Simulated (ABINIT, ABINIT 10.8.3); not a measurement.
# Notebook: bromine quadrupolar couplings in BaBr₂ with ABINIT

*A beginner's notebook, kept as written. Several of its settings and conclusions are unsound; a review follows at the end.*

## Experiment

The measured numbers are from "Multinuclear Solid-State Magnetic Resonance Studies on 'Exotic' Quadrupolar Nuclei: Acquisition Methods, High-Order Effects, Quant" (Widdifield, PhD thesis, University of Ottawa (2012)). The sample was a commercial BaBr₂ powder of 99.999% purity, and the spectra were taken with a static Solomon echo. There are two kinds of bromine in the crystal. For each one there is a coupling constant for ⁸¹Br and one for ⁷⁹Br, and an asymmetry number η. Br(2) has the larger coupling, 27.2 MHz for ⁸¹Br, and Br(1) has 23.5 MHz, both ± 0.3 MHz. The η values are small, 0.07 and 0.17. The temperature is not given with the values.

| compared with | measured | source's wording or label | method |
| --- | --- | --- | --- |
| cq 81br o2 (MHz) | 23.5 ± 0.3 | the source's site label: Br(1) | static Solomon echo |
| cq 79br o2 (MHz) | 28.1 ± 0.4 | the source's site label: Br(1) | static Solomon echo |
| eta q 81br o2 | 0.17 ± 0.02 | the source's site label: Br(1) | static Solomon echo |
| cq 81br o1 (MHz) | 27.2 ± 0.3 | the source's site label: Br(2) | static Solomon echo |
| cq 79br o1 (MHz) | 32.5 ± 0.3 | the source's site label: Br(2) | static Solomon echo |
| eta q 81br o1 | 0.07 | the source's site label: Br(2) | static Solomon echo |

Conditions are those given with the value in the passage it was taken from; "not stated" means there, and the paper may say more elsewhere. The values are a selection: others may have been left out beforehand as unlike or outlying.

## Plan

I want to get the two ⁸¹Br couplings out of ABINIT and see if they match. The model is the crystal cell with 12 atoms from the Crystallography Open Database. I will call it a success if both couplings come within 1 MHz of the measured ones. I chose that because it is a round number and a bit more than the error bars. The ⁷⁹Br values and η I will look at as well, but mainly I want the couplings. The plan is to put in the structure, run it, and compare. If it matches I am done, and if not I will change something.

System: BaBr2, Pnma; Pnma (no. 62), 12 atoms in the primitive cell, conventional a, b, c = 8.276, 4.96, 9.926 A; measured cell of a crystallographic database; structure from the Crystallography Open Database.

## 1. Database structure straight in

I start with PBEsol on the measured structure, because then I don't have to relax anything first. I typed the input quickly and did not go through it again. I expect two bromine couplings somewhere in the twenties of MHz.

**Run 1.** ABINIT 10.8.3: ABINIT, PAW field gradients, PBEsol on PBE datasets, measured structure, 3x4x2 k mesh, 18 Ha, input as typed.

Key lines of the input:
```
# cell (primitive): 8.2756 4.9599 9.9264 A, 90.00 90.00 90.00 deg
# sites: Ba 0.7509 0.7500 0.8821; Br1 0.9713 0.7500 0.1707; Br2 0.8569 0.7500 0.5701
natom 12
ntypat 2
znucl 56 35
typat 1 1 1 1 2 2 2 2 2 2 2 2
pseudos "Ba_PBE_JTH.xml, Br_PBE_JTH.xml"
ixc -116133
ecut 18
pawecutdg 36
pawovlp 30
ngkpt 3 4 2
nshiftk 1
shiftk 0 0 0
occopt 1
nband 50
nstep 80
tolvrs 1e-11
chksymtnons 0
chkprim 0
nucefg 2
quadmoment 0.236 0.2579
prtwf 0
prtden 0
prteig 0
prtebands 0
prtgsr 0
```

Command:
```
mpirun -np 4 abinit run.abi > log
```

Selected lines of the output:
```
    This name is not one of the registered input variable names (see
    This name is not one of the registered input variable names (see
Found token: `QUADMOMENT` in the input file.
    This name is not one of the registered input variable names (see
    Action: check your input file. Perhaps you mistyped the input variable,
    or specified "img", although this was not permitted for this input variable.
```

Input refused; 0.6 s on 4 cores of Arm Neoverse V1, shared host.

ABINIT stopped right away because it doesn't know the word `quadmoment`. I had typed it from memory. In the variable list it is called `quadmom`, so it was only a spelling mistake, and there are no couplings yet.

## 2. Spelling fixed, one k-point

I correct the name and keep PBEsol and the measured structure. I also set the k mesh to 1×1×1, because a tutorial on a molecule in a box did it that way and it should be quick. The crystal already has 12 atoms in the cell, so I think one point is enough. I expect both couplings to come out near the measured ones, since the structure is the measured one.

**Run 2.** ABINIT 10.8.3: ABINIT, PAW field gradients, PBEsol on PBE datasets, measured structure, 1x1x1 k mesh, 18 Ha.

Key lines of the input, as changed from run 1:
```diff
- ngkpt 3 4 2
+ ngkpt 1 1 1
- quadmoment 0.236 0.2579
+ quadmom 0.236 0.2579
```

Command:
```
abinit run.abi > log
```

Selected lines of the output:
```
 At SCF step   16       nres2   =  4.28E-12 < tolvrs=  1.00E-11 =>converged.
   Nuclear quad. mom. (barns) :    0.2579   Cq (MHz) :   26.8724   eta :    0.2295
   Nuclear quad. mom. (barns) :    0.2579   Cq (MHz) :   54.6698   eta :    0.1290
```

Converged; 30 s on 1 core of Arm Neoverse V1, shared host.

| quantity | run 2 | measured | deviation |
| --- | --- | --- | --- |
| cq 81br o2 (MHz) | 26.87 | 23.5 ± 0.3 | +3.37 (+14.3 %) |
| cq 79br o2 (MHz) | 32.17 | 28.1 ± 0.4 | +4.07 (+14.5 %) |
| eta q 81br o2 | 0.230 | 0.17 ± 0.02 | +0.060 (+35.3 %) |
| cq 81br o1 (MHz) | 54.67 | 27.2 ± 0.3 | +27.47 (+101.0 %) |
| cq 79br o1 (MHz) | 65.44 | 32.5 ± 0.3 | +32.94 (+101.3 %) |
| eta q 81br o1 | 0.129 | 0.07 | +0.059 (+84.3 %) |
| edge a of the conventional cell that the run used (Å) | 8.276 |  |  |
| edge c of the conventional cell that the run used (Å) | 9.926 |  |  |

The run converged this time. One bromine has 26.87 MHz, which is not so far from 23.5, but the other has 54.67 MHz where 27.2 was measured. That is almost exactly double. I think one site is counted twice somewhere, maybe a different definition of the coupling. If I halve it I get about 27 MHz, which would be right on the measurement. But I can't explain why only one of the two bromines should need halving, so I don't want to write that down as my result yet.

## 3. Relaxed atoms and some smearing

Maybe the atoms are not quite in the right places, so I let PBEsol relax them in the measured cell and then calculate the couplings again. For the second step I go back to the 3×4×2 mesh. I also take over the Fermi-Dirac smearing of 0.05 eV from a tutorial on aluminium, because it said that smearing helps convergence, and I add a line for the cell charge. I hope the doubled value comes down to about 27 MHz.

**Run 3.** ABINIT 10.8.3: relaxation with PBEsol by ABINIT: atoms relaxed, 2x4x2 k mesh.

Key lines of the input, as changed from run 1:
```diff
- ngkpt 3 4 2
+ ngkpt 2 4 2
- nucefg 2
- quadmoment 0.236 0.2579
+ ionmov 2
+ ntime 60
+ tolmxf 2e-4
```

Selected lines of the output:
```
 At Broyd/MD step  12, gradients are converged :
```

Converged; 15 min on 4 cores of Arm Neoverse V1, shared host.

**Run 4.** ABINIT 10.8.3: ABINIT, PAW field gradients, PBEsol on PBE datasets, atoms relaxed with PBEsol in the measured cell, 3x4x2 k mesh, 18 Ha, Fermi-Dirac width 0.05 eV, cell charge as typed.

Key lines of the input, as changed from run 1:
```diff
- # sites: Ba 0.7509 0.7500 0.8821; Br1 0.9713 0.7500 0.1707; Br2 0.8569 0.7500 0.5701
+ # sites: Ba 0.7525 0.7500 0.8841; Br1 0.9743 0.7500 0.1667; Br2 0.8581 0.7500 0.5715
- occopt 1
- nband 50
+ occopt 3
+ tsmear 0.05 eV
+ nband 64
+ cellcharge -1
- quadmoment 0.236 0.2579
+ quadmom 0.236 0.2579
```

Selected lines of the output:
```
   Nuclear quad. mom. (barns) :    0.2579   Cq (MHz) :  -21.6243   eta :    0.1714
   Nuclear quad. mom. (barns) :    0.2579   Cq (MHz) :   26.8371   eta :    0.0164
```

Converged; wall time 2.5 min.

| quantity | run 3 | run 4 | measured |
| --- | --- | --- | --- |
| cq 81br o2 (MHz) | – | 21.62 | 23.5 ± 0.3 |
| cq 79br o2 (MHz) | – | 25.88 | 28.1 ± 0.4 |
| eta q 81br o2 | – | 0.171 | 0.17 ± 0.02 |
| cq 81br o1 (MHz) | – | 26.84 | 27.2 ± 0.3 |
| cq 79br o1 (MHz) | – | 32.12 | 32.5 ± 0.3 |
| eta q 81br o1 | – | 0.016 | 0.07 |
| edge a of the conventional cell that the run used (Å) | 8.276 | 8.276 |  |
| edge c of the conventional cell that the run used (Å) | 9.926 | 9.926 |  |

The doubled value is gone. The larger coupling is now 26.84 MHz against 27.2, and its site needs no halving. So I think the atoms were in the wrong places before and relaxing them repaired it. The smaller coupling is 21.62 MHz, which is 1.88 below the measured 23.5, so it misses my 1 MHz. Its η of 0.171 fits the measured 0.17 very well, so I take it that the calculation itself is in order now.

## 4. Relaxing the cell too

Relaxing the atoms helped so much that I now let the cell relax as well, again with PBEsol. More relaxing should be better still. For the couplings I copy my first input file with the spelling corrected, so the smearing and the charge line are out again; the smearing was only there to help convergence. I expect the larger coupling to stay where it is and the smaller one to come up towards 23.5 MHz.

**Run 5.** ABINIT 10.8.3: relaxation with PBEsol by ABINIT: atoms and cell relaxed, 2x4x2 k mesh.

Key lines of the input, as changed from run 3:
```diff
- ecut 18
- pawecutdg 36
+ ecut 22
+ pawecutdg 44
+ optcell 2
+ dilatmx 1.06
+ ecutsm 0.5
```

Selected lines of the output:
```
 At Broyd/MD step   7, gradients are converged :
```

Converged; 14 min on 4 cores of Arm Neoverse V2, shared host.

**Run 6.** ABINIT 10.8.3: ABINIT, PAW field gradients, PBEsol on PBE datasets, atoms and cell relaxed with PBEsol, 3x4x2 k mesh, 18 Ha.

Key lines of the input:
```
# cell (primitive): 8.1930 4.9216 9.8681 A, 90.00 90.00 90.00 deg
# sites: Ba 0.7519 0.7500 0.8821; Br1 0.9718 0.7500 0.1698; Br2 0.8570 0.7500 0.5702
natom 12
ntypat 2
znucl 56 35
typat 1 1 1 1 2 2 2 2 2 2 2 2
pseudos "Ba_PBE_JTH.xml, Br_PBE_JTH.xml"
ixc -116133
ecut 18
pawecutdg 36
pawovlp 30
ngkpt 3 4 2
nshiftk 1
shiftk 0 0 0
occopt 1
nband 50
nstep 80
tolvrs 1e-11
chksymtnons 0
chkprim 0
nucefg 2
quadmom 0.236 0.2579
prtwf 0
prtden 0
prteig 0
prtebands 0
prtgsr 0
```

Selected lines of the output:
```
   Nuclear quad. mom. (barns) :    0.2579   Cq (MHz) :  -24.3766   eta :    0.1207
   Nuclear quad. mom. (barns) :    0.2579   Cq (MHz) :   29.9231   eta :    0.1049
```

Converged; wall time 96 s.

| quantity | run 5 | run 6 | measured |
| --- | --- | --- | --- |
| cq 81br o2 (MHz) | – | 24.38 | 23.5 ± 0.3 |
| cq 79br o2 (MHz) | – | 29.18 | 28.1 ± 0.4 |
| eta q 81br o2 | – | 0.121 | 0.17 ± 0.02 |
| cq 81br o1 (MHz) | – | 29.92 | 27.2 ± 0.3 |
| cq 79br o1 (MHz) | – | 35.82 | 32.5 ± 0.3 |
| eta q 81br o1 | – | 0.105 | 0.07 |
| edge a of the conventional cell that the run used (Å) | 8.193 | 8.193 |  |
| edge c of the conventional cell that the run used (Å) | 9.868 | 9.868 |  |

Now it is the other way round. The smaller coupling is 24.38 MHz, which is within 1 MHz of the measured 23.5, but the larger one went up to 29.92 MHz and is 2.72 too high. The cell became a bit smaller, with a going from 8.276 to 8.193 Å. I don't think that matters, because it is only about one per cent. Each bromine has now been right once, but never both in the same run, which is annoying. I suppose PBEsol just can't do both sites together.

## 5. The same again with LDA

I change the functional to LDA, because the first ABINIT tutorial I did, on silicon, used it and it worked there. I relax the atoms and the cell again, since a full relaxation must be the most complete way to do it. I hope that the larger coupling comes down to about 27 MHz and the smaller one stays where it is.

**Run 7.** ABINIT 10.8.3: relaxation with LDA by ABINIT: atoms and cell relaxed, 2x4x2 k mesh.

Key lines of the input, as changed from run 5:
```diff
- pseudos "Ba_PBE_JTH.xml, Br_PBE_JTH.xml"
- ixc -116133
+ pseudos "Ba_LDA_JTH.xml, Br_LDA_JTH.xml"
```

Selected lines of the output:
```
 At Broyd/MD step  18, gradients are converged :
```

Converged; wall time 32 min.

**Run 8.** ABINIT 10.8.3: ABINIT, PAW field gradients, LDA, atoms and cell relaxed with LDA, 3x4x2 k mesh, 18 Ha.

Key lines of the input, as changed from run 6:
```diff
- # cell (primitive): 8.1930 4.9216 9.8681 A, 90.00 90.00 90.00 deg
- # sites: Ba 0.7519 0.7500 0.8821; Br1 0.9718 0.7500 0.1698; Br2 0.8570 0.7500 0.5702
+ # cell (primitive): 8.0440 4.8272 9.7542 A, 90.00 90.00 90.00 deg
+ # sites: Ba 0.7524 0.7500 0.8799; Br1 0.9691 0.7500 0.1715; Br2 0.8562 0.7500 0.5691
- pseudos "Ba_PBE_JTH.xml, Br_PBE_JTH.xml"
- ixc -116133
+ pseudos "Ba_LDA_JTH.xml, Br_LDA_JTH.xml"
```

Selected lines of the output:
```
   Nuclear quad. mom. (barns) :    0.2579   Cq (MHz) :  -27.5306   eta :    0.0459
   Nuclear quad. mom. (barns) :    0.2579   Cq (MHz) :   32.0970   eta :    0.1097
```

Converged; wall time 88 s.

| quantity | run 7 | run 8 | measured |
| --- | --- | --- | --- |
| cq 81br o2 (MHz) | – | 27.53 | 23.5 ± 0.3 |
| cq 79br o2 (MHz) | – | 32.95 | 28.1 ± 0.4 |
| eta q 81br o2 | – | 0.046 | 0.17 ± 0.02 |
| cq 81br o1 (MHz) | – | 32.10 | 27.2 ± 0.3 |
| cq 79br o1 (MHz) | – | 38.42 | 32.5 ± 0.3 |
| eta q 81br o1 | – | 0.110 | 0.07 |
| edge a of the conventional cell that the run used (Å) | 8.044 | 8.044 |  |
| edge c of the conventional cell that the run used (Å) | 9.754 | 9.754 |  |

LDA is worse for both sites. The larger coupling is 32.10 MHz, 4.90 too high, and the smaller one is 27.53 MHz, 4.03 too high. I had hoped the larger one would come down, and it went up. So LDA may be all right for silicon, but it is no good for bromine. The relaxation also took half an hour, and I don't want to do another one.

## 6. Back to PBEsol, with spin-orbit coupling

My closest result so far was PBEsol with relaxed atoms in the measured cell, where only the smaller coupling was off, by 1.88 MHz. I already have those atom positions, so I use them again. I have read that heavy atoms need spin-orbit coupling, and barium and bromine are heavy, so I switch it on in my usual input file. I hope it adds the missing 2 MHz to the smaller coupling and leaves the larger one alone.

**Run 9.** ABINIT 10.8.3: ABINIT, PAW field gradients, PBEsol on PBE datasets, atoms relaxed with PBEsol in the measured cell, 3x4x2 k mesh, 18 Ha, with spin-orbit coupling.

Key lines of the input, as changed from run 1:
```diff
- # sites: Ba 0.7509 0.7500 0.8821; Br1 0.9713 0.7500 0.1707; Br2 0.8569 0.7500 0.5701
+ # sites: Ba 0.7525 0.7500 0.8841; Br1 0.9743 0.7500 0.1667; Br2 0.8581 0.7500 0.5715
- nband 50
+ nband 98
+ nspinor 2
+ pawspnorb 1
+ kptopt 4
- quadmoment 0.236 0.2579
+ quadmom 0.236 0.2579
```

Selected lines of the output:
```
 At SCF step   21       nres2   =  1.89E-12 < tolvrs=  1.00E-11 =>converged.
   Nuclear quad. mom. (barns) :    0.2579   Cq (MHz) :  -22.1630   eta :    0.1156
   Nuclear quad. mom. (barns) :    0.2579   Cq (MHz) :   28.9763   eta :    0.1018
```

Converged; 11 min on 4 cores of Arm Neoverse V1, shared host.

| quantity | run 9 | measured | deviation |
| --- | --- | --- | --- |
| cq 81br o2 (MHz) | 22.16 | 23.5 ± 0.3 | −1.34 (−5.7 %) |
| cq 79br o2 (MHz) | 26.53 | 28.1 ± 0.4 | −1.57 (−5.6 %) |
| eta q 81br o2 | 0.116 | 0.17 ± 0.02 | −0.054 (−31.8 %) |
| cq 81br o1 (MHz) | 28.98 | 27.2 ± 0.3 | +1.78 (+6.5 %) |
| cq 79br o1 (MHz) | 34.68 | 32.5 ± 0.3 | +2.18 (+6.7 %) |
| eta q 81br o1 | 0.102 | 0.07 | +0.032 (+45.7 %) |
| edge a of the conventional cell that the run used (Å) | 8.276 |  |  |
| edge c of the conventional cell that the run used (Å) | 9.926 |  |  |

The smaller coupling did go up, but only from 21.62 to 22.16 MHz, so it is still 1.34 too low. The larger one was supposed to stay where it was, and it went from 26.84 to 28.98 MHz, which is 1.78 too high. Now both sites miss my 1 MHz, where before only one did. So spin-orbit coupling put the 2 MHz on the wrong bromine, and I think it is better left off for this salt. It also took 11 minutes for a worse answer. I am fed up with changing things and getting one site right at a time, so I stop here and keep the run with the smearing as my best one.

## Summary of runs

| run | settings | cq 81br o2 (MHz) | cq 79br o2 (MHz) | eta q 81br o2 | cq 81br o1 (MHz) | cq 79br o1 (MHz) | eta q 81br o1 | cost | status |
| --- | --- | --- | --- | --- | --- | --- | --- | --- | --- |
| 1 | ABINIT, PAW field gradients, PBEsol on PBE datasets, measured structure, 3x4x2 k mesh, 18 Ha, input as typed | – | – | – | – | – | – | under 1 core-min | input refused |
| 2 | ABINIT, PAW field gradients, PBEsol on PBE datasets, measured structure, 1x1x1 k mesh, 18 Ha | 26.87 | 32.17 | 0.230 | 54.67 | 65.44 | 0.129 | under 1 core-min |  |
| 3 | relaxation with PBEsol by ABINIT: atoms relaxed, 2x4x2 k mesh | – | – | – | – | – | – | 60 core-min |  |
| 4 | ABINIT, PBEsol on PBE datasets, atoms relaxed with PBEsol in the measured cell, 3x4x2 k mesh, 18 Ha, Fermi-Dirac width 0.05 eV, cell charge as typed | 21.62 | 25.88 | 0.171 | 26.84 | 32.12 | 0.016 | 9.9 core-min |  |
| 5 | relaxation with PBEsol by ABINIT: atoms and cell relaxed, 2x4x2 k mesh | – | – | – | – | – | – | 55 core-min |  |
| 6 | ABINIT, PAW field gradients, PBEsol on PBE datasets, atoms and cell relaxed with PBEsol, 3x4x2 k mesh, 18 Ha | 24.38 | 29.18 | 0.121 | 29.92 | 35.82 | 0.105 | 6.4 core-min |  |
| 7 | relaxation with LDA by ABINIT: atoms and cell relaxed, 2x4x2 k mesh | – | – | – | – | – | – | 2.1 core-h |  |
| 8 | ABINIT, PAW field gradients, LDA, atoms and cell relaxed with LDA, 3x4x2 k mesh, 18 Ha | 27.53 | 32.95 | 0.046 | 32.10 | 38.42 | 0.110 | 5.9 core-min |  |
| 9 | ABINIT, PAW field gradients, PBEsol on PBE datasets, atoms relaxed with PBEsol in the measured cell, 3x4x2 k mesh, 18 Ha, with spin-orbit coupling | 22.16 | 26.53 | 0.116 | 28.98 | 34.68 | 0.102 | 44 core-min |  |
|  | measured | 23.5 ± 0.3 | 28.1 ± 0.4 | 0.17 ± 0.02 | 27.2 ± 0.3 | 32.5 ± 0.3 | 0.07 |  |  |

## Closing entry

My result for BaBr₂ is the PBEsol run with relaxed atoms in the measured cell, with the smearing and the charge line in. It gives 26.84 MHz for the larger ⁸¹Br coupling, where 27.2 was measured, and 21.62 MHz for the smaller one, where 23.5 was measured. My target was both within 1 MHz, so strictly I did not reach it. One site is right and the other is 1.88 MHz too low. The η of the smaller one, 0.171, agrees with the measured 0.17, and that is the main reason why I trust this run more than the others.

What I take from it is that the atoms have to be relaxed but the cell should be left alone, and that LDA and spin-orbit coupling only make bromine worse. The smearing seems to be good for the couplings too, because without it the larger one always came out too high. Next time I would put the smearing and the charge line in from the start and save myself the other runs. For the smaller coupling I have no explanation, and I am leaving it at that.

## Review

Further runs made for the review:

| reviewer's run | settings | cq 81br o2 (MHz) | cq 79br o2 (MHz) | eta q 81br o2 | cq 81br o1 (MHz) | cq 79br o1 (MHz) | eta q 81br o1 | cost |
| --- | --- | --- | --- | --- | --- | --- | --- | --- |
| R1 | ABINIT, PAW field gradients, PBEsol on PBE datasets, measured structure, 3x4x2 k mesh, 18 Ha | 24.72 | 29.59 | 0.119 | 29.69 | 35.54 | 0.097 | 7.4 core-min |
| R2 | ABINIT, PAW field gradients, PBEsol on PBE datasets, atoms relaxed with PBEsol in the measured cell, 3x4x2 k mesh, 18 Ha | 22.20 | 26.57 | 0.115 | 28.98 | 34.69 | 0.102 | 7.6 core-min |
| R3 | ABINIT, PAW field gradients, LDA, atoms relaxed with LDA in the measured cell, 3x4x2 k mesh, 18 Ha | 22.21 | 26.59 | 0.081 | 28.80 | 34.47 | 0.105 | 6.5 core-min |
| R4 | ABINIT, PAW field gradients, r2SCAN on PBE datasets, atoms relaxed with PBEsol in the measured cell, 3x4x2 k mesh, 18 Ha | 22.42 | 26.83 | 0.102 | 27.65 | 33.10 | 0.088 | 18 core-min |
|  | measured | 23.5 ± 0.3 | 28.1 ± 0.4 | 0.17 ± 0.02 | 27.2 ± 0.3 | 32.5 ± 0.3 | 0.07 |  |

The opening reports the measurement correctly, but the 1 MHz target is arbitrary. Field gradients can differ by several per cent between PAW datasets alone, which is 1 MHz or more here. Changing things until the numbers match also invites chance agreement. The ⁷⁹Br couplings are no second test, since they scale the same gradient.

Run 1 failed on a misspelt keyword, which the beginner diagnosed correctly.

Run 2 used one k-point, which suits a molecule in a box but not a crystal cell this small. The doubled coupling was the warning. On the 3×4×2 mesh the same structure gives 24.72 and 29.69 MHz (R1), for about seven core-minutes. Nothing was counted twice, and the beginner was right not to report the halved value. Nor were misplaced atoms the cause, as step 3 claims: the mesh cured it.

Run 4 contains the most serious mistake. `cellcharge -1` puts an extra electron into a neutral insulator. Without the charge and smearing, the same atoms give 22.20 and 28.98 MHz (R2), so the 26.84 MHz close to experiment is chance. So is the smaller site's η of 0.171, which becomes 0.115 in R2. That match did not show the calculation to be in order, and the larger site's η of 0.016, against 0.07 measured, spoke against it.

Run 6 rightly drops the charge, and that accounts for most of the larger coupling's rise. The rest comes from relaxing the cell, which also lifts the smaller coupling by 2.18 MHz over R2. The one per cent change in the edges cannot be waved away, but it seems to act largely through the atoms: in the smaller cell they settle close to the measured fractional positions, and run 6 lands near R1. More relaxation is not automatically better when the cell has been measured.

Run 8 does not show that LDA is bad for bromine. LDA shrank the cell too far; with atoms relaxed in the measured cell it gives 22.21 and 28.80 MHz (R3), practically the PBEsol result. That route avoids the cell relaxation, though the atoms must still be relaxed.

Run 9 was compared with the charged run 4, although its input has neither charge nor smearing. Against R2, spin-orbit coupling changes the couplings by at most 0.04 MHz. It can be left off because it does almost nothing, not because it does harm.

The closing advice to start with the smearing and the charge line must be rejected. Smearing this narrow does nothing in a neutral wide-gap insulator; the extra electron moved the couplings. Keeping the measured cell is sound advice. Relaxing the atoms is reasonable, but with PBEsol it improves only the larger coupling: the smaller goes from 1.22 MHz too high (R1) to about 1.3 MHz too low (R2).

Verdict: sound PBEsol runs in the measured cell reproduce both couplings to within about a tenth. The nearest sound run, r2SCAN on the PBEsol-relaxed atoms, gives 22.42 and 27.65 MHz (R4), within five per cent. Even that misses the 1 MHz target on the smaller coupling, by a little, so no sound run meets it. Being nearest does not prove r2SCAN better, since it ran on PBE datasets and on atoms from another functional. All these runs separate the two sites too widely and put the smaller site's η below the measured 0.17. Atomic positions and neglected thermal motion may contribute, as may the PAW data, the tabulated quadrupole moment and the line-shape fit behind the measured values; how much each adds is not shown. The sites are matched to the measured lines by order alone, so part of the agreement is built in, and convergence with mesh and cutoff is not shown in this report.

[Logs are printed without paths, hosts, clocks, repeated set-up lines and the standing remarks that a program may print on its own settings, such as how far it seeks lower states.]

[The runs shown are a pick from a larger set of finished runs; failed, doubtful and other runs were left out of it ahead of writing. So were measured values far from every level or from commonly accepted values, and agreement can look better than it is. Lines of input and output are excerpts and may be shortened.]
